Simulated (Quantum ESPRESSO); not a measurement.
# Pt under changes of volume

One of the cells (15.080 Å³/atom); the others are scaled copies at fixed shape and fractional positions:

```
Pt
1.0
     0.00000    1.96090    1.96090
     1.96090    0.00000    1.96090
     1.96090    1.96090    0.00000
Pt
1
Direct
  0.00000 0.00000 0.00000
```

```yaml
Program: Quantum ESPRESSO 7.5
Functional: PBE
Potentials_or_basis: Ansatz NC SR PBE
Cutoff: 1143 eV
Density_cutoff: 4572 eV
k_mesh: 12 × 12 × 12
Occupations: fermi-dirac, width 0.05 eV
Spin: no spin polarisation
```

| volume (Å³/atom) | energy over the lowest point (meV/atom) | pressure (GPa) |
| --- | --- | --- |
| 14.175 | 134.39 | 32.3 |
| 14.477 | 81.55 | 24.1 |
| 14.778 | 43.25 | 16.8 |
| 15.080 | ? | ? |
| 15.381 | 3.87 | 4.7 |
| 15.683 | 0.00 | -0.4 |
| 15.985 | 5.06 | -4.8 |

Q: What does the run at 15.080 Å³/atom give?

A: Energy over the lowest point 17.84 meV/atom; pressure 10.4 GPa.

Worked out: A Birch-Murnaghan fit of order 3 (a polynomial in V^(-2/3)) to the other rows has its minimum at 15.66 Å³/atom with B0 = V·E''(V) = 249 GPa and B' = 5.3. It gives 17.84 meV/atom at 15.080 Å³/atom, against the run's 17.84, and -dE/dV = 10.3 GPa, against 10.4.

Energies are extrapolated to zero smearing.
